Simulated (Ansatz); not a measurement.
# BaS (rocksalt): exact exchange against the cheap answer (a further series), part 2 of 3

How far do hybrid functionals move BaS (rocksalt) from its cheap description, and at what price?

Ansatz 0.2.0; DFT at several levels, plane waves, PAW. The steps go on from the part before.

### 3 Hartree–Fock

Input file input.yaml:

```yaml
crystal:
  lattice:
    - [0.0, 3.193750825, 3.193750825]
    - [3.193750825, 0.0, 3.193750825]
    - [3.193750825, 3.193750825, 0.0]
  atoms:
    - { symbol: Ba, position: [0.5, 0.5, 0.5] }
    - { symbol: S, position: [0.0, 0.0, 0.0] }
basis:
  ecutwfc: 420
  ecutrho_ratio: 4
kpoints:
  mp_grid: { grid: [4, 4, 4] }
hamiltonian:
  xc: hf
scf:
  occupations: { method: gaussian, width: 0.05 }
  n_extra_bands: 9
output:
  forces: true
  stress: true
  eigenvalues: true
  populations: true
  dos: { projected: true, de: 0.02 }
```

Started as:

```bash
> ansatz run input.yaml --threads 4 --pin off --max-ram 8192MiB --backend cpu --events-out ev --progress --plain --runs-dir out
```

Output:

```text
Warning: output.stress: scf.convergence.dr2_threshold = 1e-7 eV (the SCF's general default) is looser than the 2e-10 eV advised for a printed stress (1e-10 eV for each atom of the cell: 2). What an SCF threshold leaves in a stress goes as its square root, and in the free energy as the threshold itself, and one threshold admits the most on a small cell: of the crystals measured, under no hybrid functional and no lock of the moments, on runs that ended without the residual-converged pass, on stresses that held no estimate of that error, the worst erred by over 100 MPa in a component at 1e-7 eV an atom and by under 5 at 1e-10. Set scf.convergence.dr2_threshold to 2e-10 eV or tighter. The threshold is an SCF's pass mark: one that does not reach it within its budget of iterations ends unconverged, or closes short of it on a stop that the run arms, and scf.convergence.dr2_threshold's page says what that costs each kind of run
Warning: output.stress: scf.exx.energy_threshold = 1e-6 eV is looser than the 2e-8 eV advised for a stress under a hybrid functional (1e-8 eV for each atom of the cell: 2). Every SCF of the exchange loop can meet its threshold on dr2 while the loop round them stops early: no threshold on dr2 bounds what that leaves in the stress. Set scf.exx.energy_threshold to 2e-8 eV or tighter. The threshold is the loop's pass mark: a loop that does not reach it within its budget of cycles ends unconverged, and scf.exx.energy_threshold's page has the law
Warning: RAYON_NUM_THREADS=4 ignored (pool sized by the plan → 4); use --threads N
scf.n_extra_bands = 9 over 8 filled bands (N_el = 16.0): the run solves 17 bands
Engine: ansatz 0.2.0, aarch64-unknown-linux-gnu
Pseudopotentials: kind: paw
Pseudopotential: Ba, paw, valence charge 10, recommended cutoff 420 eV (normal), Ba.paw.azcp
Pseudopotential: S, paw, valence charge 6, recommended cutoff 420 eV (normal), S.paw.azcp
Functional definition: HF
  exchange = exact_x
  correlation = 0
Crystal: 2 atoms, lattice volume = 65.153 Å³
Basis set: ecut = 420 eV, 1243 PW (Γ)
Bands: 17, of which v1, the nominal top of the filled ones, is band 8 counted from 1 (7 counted from 0)
Symmetry: 48 space group operations
Space group: Fm-3m (ITA 225), of the structure as read, at distance tolerance 4.0e-5 Å
k-points: 8 of 64
Non-local potential: Ba, projectors of the file, l = 0: 3, l = 1: 2, l = 2: 2, l = 3: 2
Non-local potential: S, projectors of the file, l = 0: 2, l = 1: 2, l = 2: 2
PAW form: soft (Blöchl's): semilocal exchange-correlation on the pseudo side does not see the compensation charge
PAW frozen core: Ba, regenerated for the run's functional, and the local potential with it (the file was generated under x = pbe(κ = 0.804, μ = 0.2195149727645171), c = pbe(β = 0.06672455060314922))
PAW frozen core: S, regenerated for the run's functional, and the local potential with it (the file was generated under x = pbe(κ = 0.804, μ = 0.2195149727645171), c = pbe(β = 0.06672455060314922))
PAW one-centre angular grid: Ba, 194 points (default); XC on 64 Gauss nodes
PAW one-centre angular grid: S, 110 points (default); XC on 64 Gauss nodes
Initial density: superposition of atomic densities (neutral atoms: chi_scale 0, normalization atom), corrected by the library's trained network
Initial wavefunctions: pseudopotential atomic-orbital guess
Functional: x = pbe(κ = 0.804, μ = 0.2195149727645171), c = none, warm-up for x = 0 pbe(κ = 0.804, μ = 0.2195149727645171) + 1 exact, c = none
SCF iter   1: F=—  HF=-6755.789394 eV  |F-HF|=—  |Δ(HF+E_count)|=         —  Δρ=3.06e-3  dr2=9.28e-3  ethr=1.77e-3  ⟨swp⟩=13.2  Hψ=916  notcnv=0
preconditioner: auto → none  [insulator: Δε(μ)=2.344 eV  Ē_g=13.772 eV  σ=0.050 eV  W_gap=1.00  n_scr=14 (ndim 8)  ℏωp=17.2 eV  f_vac=0.000  D(μ)=0.00/eV (n_scr^D=0)]
SCF iter   2: F=—  HF=-6755.787112 eV  |F-HF|=—  |Δ(HF+E_count)|=   2.28e-3  Δρ=1.12e-3  dr2=9.80e-4  ethr=5.80e-5  ⟨swp⟩=5.2  Hψ=440  notcnv=0  defer=9
iter 3 solved again at ethr=6.01e-7 eV; its pass at ethr=6.12e-6 eV (dr2=9.61e-5 eV) is discarded
SCF iter   3: F=-6755.787097 eV  HF=-6755.787029 eV  |F-HF|=6.84e-5  |Δ(HF+E_count)|=   8.31e-5  Δρ=4.05e-4  dr2=9.68e-5  ethr=6.01e-7  ⟨swp⟩=3.2  Hψ=490  notcnv=0  defer=3
SCF 1 stopped early in 3 iterations: F = -6755.787097 eV  dr2 = 9.68e-5
Initial density: handed on by an earlier stage of this run
Initial wavefunctions: those handed on with the density
Functional: x = 0 pbe(κ = 0.804, μ = 0.2195149727645171) + 1 exact, c = none
Frozen-core exchange: fock
SCF iter   1: F=—  HF=-6775.184755 eV  |F-HF|=—  |Δ(HF+E_count)|=         —  Δρ=7.75e-3  dr2=5.62e-2  ethr=6.05e-6  ⟨swp⟩=11.2  Hψ=818  notcnv=0
preconditioner: auto → none  [insulator: Δε(μ)=8.926 eV  Ē_g=24.250 eV  σ=0.050 eV  W_gap=1.00  n_scr=14 (ndim 8)  ℏωp=17.2 eV  f_vac=0.000  D(μ)=0.00/eV (n_scr^D=0)]
SCF iter   2: F=—  HF=-6775.152037 eV  |F-HF|=—  |Δ(HF+E_count)|=   3.27e-2  Δρ=3.12e-3  dr2=4.85e-2  ethr=6.05e-6  ⟨swp⟩=4.2  Hψ=484  notcnv=0  defer=1
SCF iter   3: F=—  HF=-6775.285571 eV  |F-HF|=—  |Δ(HF+E_count)|=   1.34e-1  Δρ=2.56e-3  dr2=1.20e-2  ethr=6.05e-6  ⟨swp⟩=5.6  Hψ=563  notcnv=0  defer=4
SCF iter   4: F=—  HF=-6775.295251 eV  |F-HF|=—  |Δ(HF+E_count)|=   9.68e-3  Δρ=1.20e-3  dr2=2.21e-3  ethr=6.05e-6  ⟨swp⟩=5.1  Hψ=417  notcnv=0
SCF iter   5: F=—  HF=-6775.295398 eV  |F-HF|=—  |Δ(HF+E_count)|=   1.47e-4  Δρ=3.52e-4  dr2=2.81e-4  ethr=6.05e-6  ⟨swp⟩=5.0  Hψ=361  notcnv=0  defer=1
SCF iter   6: F=-6775.295444 eV  HF=-6775.295511 eV  |F-HF|=6.70e-5  |Δ(HF+E_count)|=   1.13e-4  Δρ=2.55e-4  dr2=8.83e-5  ethr=7.01e-7  ⟨swp⟩=4.8  Hψ=286  notcnv=0  defer=2
SCF 2 stopped early in 6 iterations: F = -6775.295444 eV  dr2 = 8.83e-5
hybrid outer 1: dexx = +2.176e-1 eV, tail = 8.89e-4 eV
Frozen-core exchange: fock
SCF iter   1: F=—  HF=-6775.295863 eV  |F-HF|=—  |Δ(HF+E_count)|=         —  Δρ=2.18e-4  dr2=1.70e-5  ethr=2.78e-5  ⟨swp⟩=5.8  Hψ=408  notcnv=0
preconditioner: auto → none  [insulator: Δε(μ)=9.113 eV  Ē_g=24.103 eV  σ=0.050 eV  W_gap=1.00  n_scr=14 (ndim 8)  ℏωp=17.2 eV  f_vac=0.007  D(μ)=0.00/eV (n_scr^D=0)]
SCF iter   2: F=—  HF=-6775.295886 eV  |F-HF|=—  |Δ(HF+E_count)|=   2.28e-5  Δρ=1.53e-4  dr2=8.21e-6  ethr=6.99e-8  ⟨swp⟩=4.5  Hψ=370  notcnv=0  defer=1
SCF iter   3: F=—  HF=-6775.295882 eV  |F-HF|=—  |Δ(HF+E_count)|=   3.95e-6  Δρ=3.17e-5  dr2=1.80e-6  ethr=4.61e-8  ⟨swp⟩=4.5  Hψ=280  notcnv=0  defer=1
SCF iter   4: F=—  HF=-6775.295882 eV  |F-HF|=—  |Δ(HF+E_count)|=   1.57e-7  Δρ=1.10e-5  dr2=1.94e-7  ethr=5.96e-9  ⟨swp⟩=4.5  Hψ=298  notcnv=0  defer=4
SCF iter   5: F=—  HF=-6775.295882 eV  |F-HF|=—  |Δ(HF+E_count)|=   4.81e-8  Δρ=3.51e-6  dr2=2.56e-8  ethr=9.73e-10  ⟨swp⟩=5.0  Hψ=367  notcnv=0  defer=4
SCF iter   6: F=-6775.295882 eV  HF=-6775.295882 eV  |F-HF|=1.79e-9  |Δ(HF+E_count)|=   3.62e-9  Δρ=1.46e-6  dr2=2.91e-9  ethr=8.26e-11  ⟨swp⟩=5.5  Hψ=396  notcnv=0  defer=4
SCF 3 converged in 6 iterations: F = -6775.295882 eV  dr2 = 2.91e-9
  Residual-converged pass: ⟨swp⟩=3.2  Hψ=240  notcnv=0  max |occ|·‖R‖ = 2.3e-6 eV (tolerance 2.4e-6 eV)  dr2=2.94e-9  dr2_onsite=1.49e-10  max |Δocc| = 0.0e0
hybrid outer 2: dexx = +5.941e-5 eV, tail = 6.35e-6 eV, Δε = 2.03e-2 eV (about 2.06e-3 eV left of the loop's levels)
Frozen-core exchange: fock
SCF iter   1: F=—  HF=-6775.295906 eV  |F-HF|=—  |Δ(HF+E_count)|=         —  Δρ=1.79e-5  dr2=8.40e-8  ethr=1.98e-7  ⟨swp⟩=6.9  Hψ=367  notcnv=0
preconditioner: auto → none  [insulator: Δε(μ)=9.113 eV  Ē_g=24.094 eV  σ=0.050 eV  W_gap=1.00  n_scr=14 (ndim 8)  ℏωp=17.2 eV  f_vac=0.007  D(μ)=0.00/eV (n_scr^D=0)]
SCF iter   2: F=—  HF=-6775.295906 eV  |F-HF|=—  |Δ(HF+E_count)|=   1.04e-7  Δρ=1.13e-5  dr2=3.96e-8  ethr=4.52e-10  ⟨swp⟩=5.0  Hψ=376  notcnv=0  defer=2
SCF iter   3: F=—  HF=-6775.295906 eV  |F-HF|=—  |Δ(HF+E_count)|=   1.08e-8  Δρ=3.66e-6  dr2=1.71e-8  ethr=2.35e-10  ⟨swp⟩=5.4  Hψ=303  notcnv=0  defer=4
SCF iter   4: F=-6775.295906 eV  HF=-6775.295906 eV  |F-HF|=2.00e-9  |Δ(HF+E_count)|=   1.01e-9  Δρ=1.41e-6  dr2=2.57e-9  ethr=6.74e-11  ⟨swp⟩=5.5  Hψ=310  notcnv=0  defer=5
SCF 4 converged in 4 iterations: F = -6775.295906 eV  dr2 = 2.57e-9
  Residual-converged pass: ⟨swp⟩=3.2  Hψ=254  notcnv=0  max |occ|·‖R‖ = 2.1e-6 eV (tolerance 2.4e-6 eV)  dr2=2.65e-9  dr2_onsite=2.13e-10  max |Δocc| = 0.0e0
hybrid outer 3: dexx = +3.092e-7 eV, tail = 5.45e-8 eV, Δε = 3.19e-4 eV (about 3.96e-5 eV left of the loop's levels), ΔF = 2.10e-30 eV/Å (tail 3.13e-30)
hybrid SCF converged: 3 outer / 16 inner (+3 warm-up), last move |dexx| = 3.09e-7 eV, tail = 5.45e-8 eV
Stability not checked: this state was not tested for a lower state beside it, because the functional holds exact exchange (a hybrid, or Hartree-Fock), whose exchange loop this test does not read (fock_operator; see scf.lower_state_search)
Free energy (F): -6775.295906 eV
Frozen-core exchange: fock
Harris-Foulkes:  -6775.295906 eV  (|F-HF|=2.00e-9)
Internal energy: -6775.295906 eV  (E = F + TS)
E sigma→0 (E₀):  -6775.295906 eV
Fermi energy:    7.363033 eV
--- Per-component energies (eV) ---
  E_band       = -137.029066
  E_kinetic    = 275.649413
  E_local      = -397.658727  (includes V_loc(G=0)·N_el)
  E_nonlocal   = 82.754515
  E_hartree    = 126.537441
  E_xc         = 0.000000
  E_vxc        = 0.000000  (∫ρ·V_xc dr)
  E_exx        = -148.505024  (= α·E_x^exact, valence–valence)
  E_paw        = -5863.062955  (= ΣΔE_a)
  E_vpaw       = -53.838789  (= ΣTr[D̂ρ^β])
  E_aug_tail   = -0.000000  (compensation charges beyond the density's cutoff)
  E_ewald      = -850.237345
  E_core_change = -0.773226  (= ΣΔE_core)
  E_smearing   = -0.000000  (= −TS)
  E_closure    = 0.000003  (closes the sum)
  Σ components = -6775.295906   (vs F -6775.295906, Δ=0.00e0)
--- Forces (eV/Å), atoms counted from 1 ---
  atom   1  Ba     0.00000000    -0.00000000    -0.00000000
  atom   2  S     -0.00000000     0.00000000     0.00000000
  max |Σ_I F_I| component: 5.98e-30 eV/Å
--- Stress (GPa, compression-positive) ---
        5.410966       0.000000       0.000000
       -0.000000       5.410966       0.000000
       -0.000000      -0.000000       5.410966
  P = ⅓ Tr σ = 5.4110 GPa (54.110 kbar)
--- Band table (eV; the first three rows and the last of 8) ---
  k-point 0: bands = ["-29.8169", "-11.8055", "-10.6857", "-10.6857", "-10.6857", "2.8069", "2.8069", "2.8069", "13.7360", "14.2179", "14.2179", "14.2179", "15.3637", "15.3637", "18.5481", "26.4540", "26.4540"]
  k-point 1: bands = ["-29.7820", "-12.7076", "-10.6942", "-10.6942", "-9.6783", "1.4828", "2.0981", "2.0981", "14.2785", "15.3022", "15.3022", "15.7816", "17.2696", "17.2696", "20.9757", "22.9282", "23.1863"]
  k-point 2: bands = ["-29.7466", "-13.2213", "-10.7025", "-10.7025", "-9.0418", "0.4070", "1.5004", "1.5004", "15.6239", "16.3144", "17.4569", "17.4569", "19.3281", "19.3281", "20.8264", "20.8264", "22.4284"]
  k-point 7: bands = ["-29.7262", "-12.4121", "-11.1689", "-11.1689", "-9.8925", "1.4095", "2.2236", "2.2236", "14.5325", "14.5325", "17.4218", "17.8285", "18.9766", "21.2736", "21.5610", "21.5610", "22.1010"]
--- Löwdin populations: 2 sites ---
  site symbol       q [e]
     0     Ba      8.3586
     1      S      7.4463
  spilling = 0.012197 (of n_electrons = 16.000000)
```

Wall time 8.9 s (4 threads of Arm Neoverse V1, shared host); peak memory 0.75 GiB.

This gives: volume 32.576 Å³/atom, pressure 5.41 GPa, gap on the mesh 9.11 eV.

States per cell in windows of 1 eV (zero at the valence-band top), total and by projection:

| from | to | total | S 3p | Ba 6s |
| --- | --- | --- | --- | --- |
| -5 | -4 | 0.00 | 0.00 | 0.00 |
| -4 | -3 | 0.00 | 0.00 | 0.00 |
| -3 | -2 | 0.08 | 0.06 | 0.01 |
| -2 | -1 | 2.40 | 2.08 | 0.18 |
| -1 | 0 | 3.52 | 3.30 | 0.00 |
| 0 | 1 | 0.00 | 0.00 | 0.00 |
| 1 | 2 | 0.00 | 0.00 | 0.00 |
| 2 | 3 | 0.00 | 0.00 | 0.00 |
| 3 | 4 | 0.00 | 0.00 | 0.00 |
| 4 | 5 | 0.00 | 0.00 | 0.00 |
| 5 | 6 | 0.00 | 0.00 | 0.00 |
| 6 | 7 | 0.00 | 0.00 | 0.00 |
| 7 | 8 | 0.00 | 0.00 | 0.00 |
| 8 | 9 | 0.00 | 0.00 | 0.00 |
| 9 | 10 | 0.07 | 0.00 | 0.00 |
| 10 | 11 | 0.70 | 0.00 | 0.02 |
| 11 | 12 | 1.19 | 0.01 | 0.02 |

(Continued in part 3 of 3.)
